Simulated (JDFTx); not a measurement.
Here is a JDFTx 1.7.0 (patched build) calculation.

File bands.in:

```
lattice \
    0.0000000000     1.9156000000     1.9156000000 \
    1.9156000000     0.0000000000     1.9156000000 \
    1.9156000000     1.9156000000     0.0000000000
latt-scale 1.889726124626 1.889726124626 1.889726124626
coords-type Lattice
ion Ir     0.0000000000     0.0000000000     0.0000000000 1

ion-species pseudo/Ir.upf
elec-cutoff 34
elec-ex-corr gga-PBE
elec-smearing Fermi 0.0018374661
elec-n-bands 14
electronic-minimize nIterations 30 energyDiffThreshold 1e-06
davidson-band-ratio 1.3
forces-output-coords Cartesian
include path.kpoints
symmetries none
fix-electron-density run.$VAR

dump-name bands.$VAR
dump End Ecomponents EigStats BandEigs Kpoints Forces
```

path.kpoints

```
kpoint +0.0000000000 +0.0000000000 +0.0000000000 0.020000000000
kpoint +0.0714285714 +0.0000000000 +0.0714285714 0.020000000000
kpoint +0.1428571429 +0.0000000000 +0.1428571429 0.020000000000
kpoint +0.2142857143 +0.0000000000 +0.2142857143 0.020000000000
kpoint +0.2857142857 +0.0000000000 +0.2857142857 0.020000000000
kpoint +0.3571428571 +0.0000000000 +0.3571428571 0.020000000000
kpoint +0.4285714286 +0.0000000000 +0.4285714286 0.020000000000
kpoint +0.5000000000 +0.0000000000 +0.5000000000 0.020000000000
kpoint +0.5000000000 +0.0833333333 +0.5833333333 0.020000000000
kpoint +0.5000000000 +0.1666666667 +0.6666666667 0.020000000000
kpoint +0.5000000000 +0.2500000000 +0.7500000000 0.020000000000
kpoint +0.4375000000 +0.3125000000 +0.7500000000 0.020000000000
kpoint +0.3750000000 +0.3750000000 +0.7500000000 0.020000000000
kpoint +0.3281250000 +0.3281250000 +0.6562500000 0.020000000000
kpoint +0.2812500000 +0.2812500000 +0.5625000000 0.020000000000
kpoint +0.2343750000 +0.2343750000 +0.4687500000 0.020000000000
kpoint +0.1875000000 +0.1875000000 +0.3750000000 0.020000000000
kpoint +0.1406250000 +0.1406250000 +0.2812500000 0.020000000000
kpoint +0.0937500000 +0.0937500000 +0.1875000000 0.020000000000
kpoint +0.0468750000 +0.0468750000 +0.0937500000 0.020000000000
kpoint +0.0000000000 +0.0000000000 +0.0000000000 0.020000000000
kpoint +0.0833333333 +0.0833333333 +0.0833333333 0.020000000000
kpoint +0.1666666667 +0.1666666667 +0.1666666667 0.020000000000
kpoint +0.2500000000 +0.2500000000 +0.2500000000 0.020000000000
kpoint +0.3333333333 +0.3333333333 +0.3333333333 0.020000000000
kpoint +0.4166666667 +0.4166666667 +0.4166666667 0.020000000000
kpoint +0.5000000000 +0.5000000000 +0.5000000000 0.020000000000
kpoint +0.5250000000 +0.4500000000 +0.5250000000 0.020000000000
kpoint +0.5500000000 +0.4000000000 +0.5500000000 0.020000000000
kpoint +0.5750000000 +0.3500000000 +0.5750000000 0.020000000000
kpoint +0.6000000000 +0.3000000000 +0.6000000000 0.020000000000
kpoint +0.6250000000 +0.2500000000 +0.6250000000 0.020000000000
kpoint +0.5625000000 +0.2500000000 +0.6875000000 0.020000000000
kpoint +0.5000000000 +0.2500000000 +0.7500000000 0.020000000000
kpoint +0.5000000000 +0.2916666667 +0.7083333333 0.020000000000
kpoint +0.5000000000 +0.3333333333 +0.6666666667 0.020000000000
kpoint +0.5000000000 +0.3750000000 +0.6250000000 0.020000000000
kpoint +0.5000000000 +0.4166666667 +0.5833333333 0.020000000000
kpoint +0.5000000000 +0.4583333333 +0.5416666667 0.020000000000
kpoint +0.5000000000 +0.5000000000 +0.5000000000 0.020000000000
kpoint +0.4791666667 +0.4791666667 +0.5416666667 0.020000000000
kpoint +0.4583333333 +0.4583333333 +0.5833333333 0.020000000000
kpoint +0.4375000000 +0.4375000000 +0.6250000000 0.020000000000
kpoint +0.4166666667 +0.4166666667 +0.6666666667 0.020000000000
kpoint +0.3958333333 +0.3958333333 +0.7083333333 0.020000000000
kpoint +0.3750000000 +0.3750000000 +0.7500000000 0.020000000000
kpoint +0.6250000000 +0.2500000000 +0.6250000000 0.020000000000
kpoint +0.5833333333 +0.1666666667 +0.5833333333 0.020000000000
kpoint +0.5416666667 +0.0833333333 +0.5416666667 0.020000000000
kpoint +0.5000000000 +0.0000000000 +0.5000000000 0.020000000000
```

Potentials or basis: PseudoDojo-SR-PBE-0.4.1-standard with smoothed tails.

Command:

```bash
$ jdftx -c 1 -i bands.in -o bands.out
```

(1) Predict the band gap along the path.

## Answers

(1) none (metal or under the smearing width).

Caveat: spin-orbit coupling is left out, which moves the levels of the heavy elements.
